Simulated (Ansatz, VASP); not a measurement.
Two plane-wave programs on MgTe

```
Mg Te
1.0
     4.54000    0.00000    0.00000
    -2.27000    3.93176    0.00000
     0.00000    0.00000    7.39500
Mg Te
2 2
Direct
  0.33333 0.66667 0.00000
  0.66667 0.33333 0.50000
  0.33333 0.66667 0.37000
  0.66667 0.33333 0.87000
```

Alike in both runs: task electric field gradients; functional PBE; k mesh 9 × 9 × 5; occupations fermi-dirac, width 0.03 eV; no spin polarisation.

|  | VASP | Ansatz |
| --- | --- | --- |
| version | VASP 6.6.1 | Ansatz 0.2.0 |
| potentials or method | VASP PAW PBE potentials, release 64 (Mg, Te) | PAW with Ansatz's default frozen-core files, scalar-relativistic |
| plane-wave cutoff (eV) | 520 | 420 |
| valence electrons in the cell | 16 | 52 |

VASP gave:

```
gap on the k mesh at the Fermi level (eV)                      : 2.53
pressure (GPa)                                                 : 1.7
largest component of the traceless stress (GPa)                : 0.79
rms of the force components (eV/Å)                             : 0.127
Vzz of the field gradient on the site that differs most (V/Å²) : 3.5
```

Task: Which values does Ansatz return?

Result: gap on the k mesh at the Fermi level (eV): 2.54; pressure (GPa): 1.7; largest component of the traceless stress (GPa): 0.79; rms of the force components (eV/Å): 0.126; Vzz of the field gradient on the site that differs most (V/Å²): 5.1.

Atom by atom the forces differ by 0.001 eV/Å (rms over components). The two sets of potentials don't hold the same shells in valence. Ansatz warned: «gradients_without_spin_orbit».

Caveats: spin-orbit coupling is left out, which moves the levels of the heavy elements. PBE gaps usually lie below the measured ones, often by a third to a half.
